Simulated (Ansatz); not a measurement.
**Li (hcp)**

Method: HSE06, scalar-relativistic; no spin polarisation; PAW, 420 eV, Γ-centred 8×8×4 mesh, 0.05 eV Gaussian smearing; code Ansatz. The datasets are Ansatz's generated set soft_2.

```
CELL_PARAMETERS angstrom
3.09761 0.00000 0.00000
-1.54881 2.68261 0.00000
0.00000 0.00000 4.99732
ATOMIC_POSITIONS crystal
Li 0.33333 0.66667 0.75000
Li 0.66667 0.33333 0.25000
```

At room temperature and ambient pressure Li is bcc.

The volume is at zero pressure for this level.

A non-hydrostatic stress of up to 0.2 GPa remains in this cell.

Path: Γ–M–K–Γ–A–L–H–A | L–M | H–K, with Γ = (0.000, 0.000, 0.000), M = (0.500, 0.000, 0.000), K = (0.333, 0.333, 0.000), A = (0.000, 0.000, 0.500), L = (0.500, 0.000, 0.500), H = (0.333, 0.333, 0.500) in reciprocal vectors of the calculation's cell.

Bands as a text map, energy in eV from the Fermi level (dashes), each leg drawn with the same width:
```
  2.86 |   *                                   
  2.57 |        *               *         *****
  2.29 |          *                            
  2.00 |       *               *            *  
  1.71 |  *   *                              * 
  1.43 |    **  *             *        ***    *
  1.14 |       *             *        *        
  0.86 |           *        *    *   *         
  0.57 | *    *                       *        
  0.29 |*    *      *                  *       
  0.00 |----*--------------*------------**-----
 -0.29 |             *                         
 -0.57 |         *                             
 -0.86 |                                       
 -1.14 |              *           *            
 -1.43 |   *              *                    
 -1.71 |                                       
 -2.00 |               *                       
 -2.29 |                           *           
 -2.57 |          *      *                     
 -2.86 |  *             *           *          
 -3.14 |                                       
 -3.43 |               *                       
 -3.71 |           *  *                        
 -4.00 | *           *                         
 -4.29 |*           *                          
 -4.57 |                                       
 -4.86 |                                       
        Γ   M   K   Γ   A   L   H   AL   MH   K
```

By these bands, is it a metal or an insulator, and if it has a gap, where are the band edges on this path?

A metal: bands cross the Fermi level.

Under the hybrid only the volume was relaxed: the cell's shape and the atoms' positions come from a cheaper relaxation on a coarse mesh. Pressures of hybrids are less tightly converged. For a metal under a hybrid functional this mesh is coarse.
